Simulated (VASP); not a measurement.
Input of a VASP 6.6.1 run:

The input INCAR:

```
PREC = Accurate ; ENCUT = 600
EDIFF = 1E-6 ; ISMEAR = -1
SIGMA = 0.05 ; LREAL = False
LASPH = True ; NELM = 100
ALGO = Normal ; ISIF = 3
LWAVE = False ; LCHARG = False
GGA = CA ; IBRION = 2
NSW = 60 ; EDIFFG = -0.005
```

The input KPOINTS:

```
Automatic mesh
0
Gamma
  10 10 10
```

The input POSCAR:

```
Lu
1.0
   -1.9541071088      1.9541071088      1.9541071088
    1.9541071088     -1.9541071088      1.9541071088
    1.9541071088      1.9541071088     -1.9541071088
Lu
1
Direct
    0.0000000000      0.0000000000      0.0000000000
```

Potentials or basis: VASP PAW PBE potentials, release 64 (Lu).

Launch:

```sh
$ cat potpaw_PBE.64/Lu/POTCAR > POTCAR
$ mpirun -np 1 vasp_std > vasp.out
```

**Question.** What does it give for the relaxed volume?

**Answer.** 26.35 Å³/atom.

**Question.** Estimate the space group after relaxing (to 0.05 Å).

**Answer.** Im-3m (No. 229).

The path:
```
step  energy change (eV)  largest force (eV/Å)  pressure (GPa)  volume (Å³)
   1              0.0000                0.0000           -5.04        29.85
   2             -0.0604                0.0000            1.18        25.97
   3             -0.0612                0.0000           -0.13        26.45
   4             -0.0612                0.0000           -0.07        26.38
   5             -0.0612                0.0000            0.07        26.30
   6             -0.0612                0.0000           -0.01        26.35
```

Caveat: the PAW data sets were made with another functional, which shifts forces and pressure a little. Spin-orbit coupling is left out, which matters for the levels of Lu.
